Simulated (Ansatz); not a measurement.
# BaTe: the cost of one run

Program: Ansatz 0.2.0. Level of theory: DFT PBE, scalar-relativistic, plane waves, PAW. These are calculated values, not measurements.

2 further runs of the same task are left out: 2 set aside as unsound or not needed.

**1. The starting structure**

Symmetry: Fm-3m, No. 225, cubic system. The conventional cell has a = 7.065 Å, b = 7.065 Å, c = 7.065 Å, α = 90.00°, β = 90.00°, γ = 90.00°. Ba (site symmetry m-3m) has 6 Te at 3.53 Å as nearest neighbours. Around Te (site symmetry m-3m) lie 6 Ba at 3.53 Å.

Structure file:

```cif
data_structure
_symmetry_space_group_name_H-M 'P 1'
_symmetry_Int_Tables_number 1
_cell_length_a 4.9954
_cell_length_b 4.9954
_cell_length_c 4.9954
_cell_angle_alpha 60.000
_cell_angle_beta 60.000
_cell_angle_gamma 60.000
_cell_volume 88.14
loop_
_atom_site_label
_atom_site_type_symbol
_atom_site_fract_x
_atom_site_fract_y
_atom_site_fract_z
_atom_site_occupancy
Ba1 Ba 0.00000 0.00000 0.00000 1
Te1 Te 0.50000 0.50000 0.50000 1
```

This cell was relaxed beforehand with the same method: volume 44.07 Å³/atom, gap on the mesh 1.66 eV.

**2. Bands, states and charges**

input.yaml

```yaml
crystal:
  lattice:
    - [0.0, 3.5322558888, 3.5322558888]
    - [3.5322558888, 0.0, 3.5322558888]
    - [3.5322558888, 3.5322558888, 0.0]
  atoms:
    - { symbol: Ba, position: [0.0, 0.0, 0.0] }
    - { symbol: Te, position: [0.5, 0.5, 0.5] }
basis:
  ecutwfc: 420
kpoints:
  mp_grid: { grid: [8, 8, 8] }
  band_path:
    path:
      - [[0.0, 0.0, 0.0], [0.5, 0.0, 0.5], [0.625, 0.25, 0.625]]
      - [[0.375, 0.375, 0.75], [0.0, 0.0, 0.0], [0.5, 0.5, 0.5], [0.5, 0.25, 0.75], [0.5, 0.0, 0.5]]
    npoints: 14
hamiltonian:
  xc: pbe
scf:
  occupations: { method: gaussian, width: 0.02 }
  n_extra_bands: 6
output:
  forces: true
  stress: true
  eigenvalues: true
  populations: true
  dos: { projected: true, de: 0.02, nscf_kmesh: { grid: [12, 12, 12] } }
  bader: true
  write_density: true
  write_potential: true
  elf: true
  volumetric_format: npy
```

Command:

```
> ansatz run input.yaml --threads 1 --pin off --max-ram 2560MiB --backend cpu --events-out ev --progress --plain --runs-dir out
```

**Question.** How long does this run take on 1 thread of an Arm CPU, shared host, and how much memory does it need?

About 20 s, with a peak of 0.37 GiB.
